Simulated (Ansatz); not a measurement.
# Germanium, omega (AlB2-type) under RPBE: from relaxation to bulk modulus, part 2 of 2

What does RPBE give for germanium in the omega (AlB2-type) structure? We relax it, solve it on a dense k-mesh, then scale the cell to 7 volumes from 88 to 112 % of the relaxed one and try a fit of the equation of state. Spin polarisation is left out. The k-meshes are 8×8×11 for the relaxation; 10×10×15 for the dense run; 8×8×13 for the volumes.

Ansatz 0.2.0; DFT, RPBE, plane waves (420 eV) with PAW, scalar-relativistic. The steps go on from the part before.

### 6 Volume × 0.96

File input.yaml:

```yaml
crystal:
  lattice:
    - [4.8800592002, 0.0, 0.0]
    - [-2.4400296001, 4.2262552393, 0.0]
    - [0.0, 0.0, 2.7741603225]
  atoms:
    - { symbol: Ge, position: [0.0, 0.0, 1.0] }
    - { symbol: Ge, position: [0.3333333333, 0.6666666667, 0.5] }
    - { symbol: Ge, position: [0.6666666667, 0.3333333333, 0.5] }
hamiltonian:
  xc: rpbe
  pseudopotentials:
    kind: paw
    azcp:
      Ge: "pseudopotentials/Ge.paw.azcp"
basis:
  ecutwfc: 420
  fft_grid_basis: typed
kpoints:
  mp_grid: { grid: [8, 8, 13], shift: [0, 0, 0] }
magnetization:
  spin_polarized: false
scf:
  occupations: { method: fermi_dirac, width: 0.1 }
  lower_state_search: "off"
output:
  stress: true
```

Log, shortened:

```text
Warning: RAYON_NUM_THREADS=2 ignored (pool sized by the plan → 2); use --threads N
[...]
Pseudopotentials: kind: paw
Pseudopotential: Ge, paw, valence charge 14, recommended cutoff 420 eV (normal), <dir>
Functional definition: RPBE
[...]
Crystal: 3 atoms, lattice volume = 57.215 Å³
Basis set: ecut = 420 eV, 1119 PW (Γ)
Bands: 25, of which v1, the nominal top of the filled ones, is band 21 counted from 1 (20 counted from 0)
Symmetry: 24 space group operations
Space group: P6/mmm (ITA 191), of the structure as read, at distance tolerance 3.9e-5 Å
k-points: 70 of 832
[...]
SCF iter   1: F=—  HF=-12901.088431 eV  |F-HF|=—  |Δ(HF+E_count)|=         —  Δρ=3.20e-3  dr2=3.50e-3  ethr=1.77e-3  ⟨swp⟩=5.4  Hψ=6462  notcnv=0
[...]
SCF iter   6: F=-12901.086569 eV  HF=-12901.086569 eV  |F-HF|=7.52e-9  |Δ(HF+E_count)|=   7.34e-8  Δρ=4.71e-6  dr2=1.07e-8  ethr=2.38e-10  ⟨swp⟩=4.0  Hψ=6477  notcnv=0
[...]
SCF converged after 6 iterations
Free energy (F): -12901.086569 eV
[...]
E sigma→0 (E₀):  -12901.065108 eV
Entropy (-TS):   -0.042922 eV (-14.307 meV/atom)
Fermi energy:    10.973771 eV
[...]
--- Stress (GPa, compression-positive) ---
        2.314813       0.000000       0.000000
       -0.000000       2.314813       0.000000
        0.000000       0.000000       3.561036
  P = ⅓ Tr σ = 2.7302 GPa (27.302 kbar)
```

Wall time 2.9 s (2 threads of an Arm CPU, shared host); peak memory 0.35 GiB.

### 7 Volume × 1.0

Edit input.yaml of step 6 so:

```diff
@@ -2,5 +2,5 @@
   lattice:
-    - [4.8800592002, 0.0, 0.0]
-    - [-2.4400296001, 4.2262552393, 0.0]
-    - [0.0, 0.0, 2.7741603225]
+    - [4.9469176343, 0.0, 0.0]
+    - [-2.4734588172, 4.2841563417, 0.0]
+    - [0.0, 0.0, 2.8121672416]
   atoms:
```

Log, shortened:

```text
Warning: RAYON_NUM_THREADS=2 ignored (pool sized by the plan → 2); use --threads N
[...]
[... 3 set-up lines as earlier in the session ...]
[...]
Crystal: 3 atoms, lattice volume = 59.599 Å³
Basis set: ecut = 420 eV, 1155 PW (Γ)
Bands: 25, of which v1, the nominal top of the filled ones, is band 21 counted from 1 (20 counted from 0)
[... 2 set-up lines as earlier in the session ...]
k-points: 70 of 832
[...]
SCF iter   1: F=—  HF=-12901.108547 eV  |F-HF|=—  |Δ(HF+E_count)|=         —  Δρ=3.16e-3  dr2=3.70e-3  ethr=1.77e-3  ⟨swp⟩=5.3  Hψ=6402  notcnv=0
[...]
SCF iter   7: F=-12901.106653 eV  HF=-12901.106653 eV  |F-HF|=4.66e-9  |Δ(HF+E_count)|=   7.10e-8  Δρ=4.02e-6  dr2=8.49e-9  ethr=9.62e-11  ⟨swp⟩=4.0  Hψ=5473  notcnv=0
[...]
SCF converged after 7 iterations
Free energy (F): -12901.106653 eV
[...]
E sigma→0 (E₀):  -12901.084571 eV
Entropy (-TS):   -0.044163 eV (-14.721 meV/atom)
Fermi energy:    10.378593 eV
[...]
--- Stress (GPa, compression-positive) ---
       -0.282067       0.000000      -0.000000
       -0.000000      -0.282067      -0.000000
       -0.000000      -0.000000       0.767219
  P = ⅓ Tr σ = 0.0677 GPa (0.677 kbar)
```

Run time: 3.3 s. Hardware: 2 threads of an Arm CPU, shared host; peak memory 0.36 GiB.

### 8 Volume × 1.04

Edit input.yaml of step 7 so:

```diff
@@ -2,5 +2,5 @@
   lattice:
-    - [4.9469176343, 0.0, 0.0]
-    - [-2.4734588172, 4.2841563417, 0.0]
-    - [0.0, 0.0, 2.8121672416]
+    - [5.0120161211, 0.0, 0.0]
+    - [-2.5060080606, 4.3405332851, 0.0]
+    - [0.0, 0.0, 2.8491736859]
   atoms:
```

Log, shortened:

```text
Warning: RAYON_NUM_THREADS=2 ignored (pool sized by the plan → 2); use --threads N
[...]
[... 3 set-up lines as earlier in the session ...]
[...]
Crystal: 3 atoms, lattice volume = 61.983 Å³
Basis set: ecut = 420 eV, 1251 PW (Γ)
Bands: 25, of which v1, the nominal top of the filled ones, is band 21 counted from 1 (20 counted from 0)
[... 1 set-up line as earlier in the session ...]
Space group: P6/mmm (ITA 191), of the structure as read, at distance tolerance 4.0e-5 Å
k-points: 70 of 832
[...]
SCF iter   1: F=—  HF=-12901.092991 eV  |F-HF|=—  |Δ(HF+E_count)|=         —  Δρ=3.08e-3  dr2=3.69e-3  ethr=1.77e-3  ⟨swp⟩=5.4  Hψ=6392  notcnv=0
[...]
SCF iter   7: F=-12901.091165 eV  HF=-12901.091165 eV  |F-HF|=3.70e-9  |Δ(HF+E_count)|=   9.43e-8  Δρ=4.09e-6  dr2=9.13e-9  ethr=1.39e-10  ⟨swp⟩=4.0  Hψ=5888  notcnv=0
[...]
SCF converged after 7 iterations
Free energy (F): -12901.091165 eV
[...]
E sigma→0 (E₀):  -12901.068234 eV
Entropy (-TS):   -0.045863 eV (-15.288 meV/atom)
Fermi energy:    9.831694 eV
[...]
--- Stress (GPa, compression-positive) ---
       -2.367767      -0.000000       0.000000
        0.000000      -2.367767       0.000000
        0.000000       0.000000      -1.476396
  P = ⅓ Tr σ = -2.0706 GPa (-20.706 kbar)
```

Wall time 3.4 s (2 threads of an Arm CPU, shared host); peak memory 0.36 GiB.

### 9 Volume × 1.08

Edit input.yaml of step 8 so:

```diff
@@ -2,5 +2,5 @@
   lattice:
-    - [5.0120161211, 0.0, 0.0]
-    - [-2.5060080606, 4.3405332851, 0.0]
-    - [0.0, 0.0, 2.8491736859]
+    - [5.0754660989, 0.0, 0.0]
+    - [-2.5377330495, 4.3954825777, 0.0]
+    - [0.0, 0.0, 2.8852430047]
   atoms:
```

Log, shortened:

```text
Warning: RAYON_NUM_THREADS=2 ignored (pool sized by the plan → 2); use --threads N
[...]
[... 3 set-up lines as earlier in the session ...]
[...]
Crystal: 3 atoms, lattice volume = 64.367 Å³
Basis set: ecut = 420 eV, 1263 PW (Γ)
Bands: 25, of which v1, the nominal top of the filled ones, is band 21 counted from 1 (20 counted from 0)
[... 2 set-up lines as earlier in the session ...]
k-points: 70 of 832
[...]
SCF iter   1: F=—  HF=-12901.048849 eV  |F-HF|=—  |Δ(HF+E_count)|=         —  Δρ=2.94e-3  dr2=3.40e-3  ethr=1.77e-3  ⟨swp⟩=5.7  Hψ=14478  notcnv=0  defer=28
[...]
SCF iter   7: F=-12901.047120 eV  HF=-12901.047120 eV  |F-HF|=6.50e-9  |Δ(HF+E_count)|=   1.18e-7  Δρ=4.04e-6  dr2=8.43e-9  ethr=2.33e-10  ⟨swp⟩=4.0  Hψ=6487  notcnv=0
[...]
SCF converged after 7 iterations
Free energy (F): -12901.047120 eV
[...]
E sigma→0 (E₀):  -12901.023179 eV
Entropy (-TS):   -0.047880 eV (-15.960 meV/atom)
Fermi energy:    9.326496 eV
[...]
--- Stress (GPa, compression-positive) ---
       -4.039946       0.000000       0.000000
        0.000000      -4.039946       0.000000
        0.000000       0.000000      -3.277958
  P = ⅓ Tr σ = -3.7859 GPa (-37.859 kbar)
```

Run time: 4.2 s. Hardware: 2 threads of an Arm CPU, shared host; peak memory 0.37 GiB.

### 10 Volume × 1.12

Edit input.yaml of step 9 so:

```diff
@@ -2,5 +2,5 @@
   lattice:
-    - [5.0754660989, 0.0, 0.0]
-    - [-2.5377330495, 4.3954825777, 0.0]
-    - [0.0, 0.0, 2.8852430047]
+    - [5.1373681277, 0.0, 0.0]
+    - [-2.5686840639, 4.4490913072, 0.0]
+    - [0.0, 0.0, 2.920432363]
   atoms:
@@ -27 +27,5 @@
   stress: true
+  write_density: true
+  write_potential: true
+  elf: true
+  volumetric_format: npy
```

Log, shortened:

```text
Warning: RAYON_NUM_THREADS=2 ignored (pool sized by the plan → 2); use --threads N
[...]
[... 3 set-up lines as earlier in the session ...]
[...]
Crystal: 3 atoms, lattice volume = 66.751 Å³
Basis set: ecut = 420 eV, 1287 PW (Γ)
Bands: 26, of which v1, the nominal top of the filled ones, is band 21 counted from 1 (20 counted from 0)
[... 1 set-up line as earlier in the session ...]
Space group: P6/mmm (ITA 191), of the structure as read, at distance tolerance 4.1e-5 Å
k-points: 70 of 832
[...]
SCF iter   1: F=—  HF=-12900.981616 eV  |F-HF|=—  |Δ(HF+E_count)|=         —  Δρ=2.87e-3  dr2=3.13e-3  ethr=1.77e-3  ⟨swp⟩=5.6  Hψ=6707  notcnv=0
[...]
SCF iter   7: F=-12900.980174 eV  HF=-12900.980174 eV  |F-HF|=2.75e-9  |Δ(HF+E_count)|=   1.54e-7  Δρ=3.61e-6  dr2=7.98e-9  ethr=2.21e-10  ⟨swp⟩=7.0  Hψ=10678  notcnv=0
[...]
SCF converged after 7 iterations
Free energy (F): -12900.980174 eV
[...]
E sigma→0 (E₀):  -12900.955255 eV
Entropy (-TS):   -0.049838 eV (-16.613 meV/atom)
Fermi energy:    8.857930 eV
[...]
--- Stress (GPa, compression-positive) ---
       -5.380673      -0.000000       0.000000
       -0.000000      -5.380673       0.000000
        0.000000       0.000000      -4.725281
  P = ⅓ Tr σ = -5.1622 GPa (-51.622 kbar)
--- Band table (eV; the first three rows and the last of 70) ---
  k-point 0: bands = ["-16.0165", "-15.9844", "-15.9844", "-15.9446", "-15.9446", "-15.7834", "-15.7473", "-15.7354", "-15.7354", "-15.7065", "-15.7065", "-15.6985", "-15.6985", "-15.6798", "-15.6798", "-2.9949", "2.0180", "2.3037", "6.2073", "6.2073", "6.2963", "6.2963", "13.5654", [...]
[...]
```

It took 4.9 s on 2 threads of an Arm CPU, shared host; peak memory 0.38 GiB.

### 11 Fitting the volumes

All volumes keep the relaxed shape and fractional coordinates.

| V (Å³/atom) | E − E₀ (meV/atom) | P from the stress (GPa) | P from the fit (GPa) |
| --- | --- | --- | --- |
| 17.482 | 67.5 | 10.21 | 10.18 |
| 18.277 | 27.8 | 6.05 | 6.02 |
| 19.072 | 6.5 | 2.73 | 2.69 |
| 19.866 | 0.0 | 0.07 | 0.02 |
| 20.661 | 5.4 | -2.07 | -2.13 |
| 21.456 | 20.4 | -3.79 | -3.85 |
| 22.250 | 43.1 | -5.16 | -5.24 |

Fit (Birch-Murnaghan, third order): V₀ = 19.872 Å³/atom, B₀ = 60 GPa, B₀′ = 4.5, largest residual 0.03 meV/atom.

The fit is made to E(σ → 0), while the stress belongs to the free energy F; that is one source of the offset between the two pressures.

### 12 What came out

The summary covers parts 1 to 2.

| quantity | value |
| --- | --- |
| space group (spins left aside) | P6/mmm (No. 191) |
| conventional cell | a = 4.947 Å, c = 2.812 Å (c/a = 0.568) |
| volume | 19.866 Å³/atom |
| shortest distance | 2.812 Å |
| gap on the mesh | none (levels filled in part) |
| relative to diamond | +356 meV/atom |
| V₀, B₀, B₀′ | 19.872 Å³/atom, 60 GPa, 4.5 |

**Reading.** The relaxation enlarged the cell by 3.3 % in volume. It lies 356 meV/atom above the element's reference form at the same level (diamond, from a run of its own). No gap shows: it is a metal or semimetal at this level. The fitted modulus is 60 GPa; letting shape and positions relax at each volume could only lower it. The symmetry was held, so the structure may be unstable against distortions that break it.
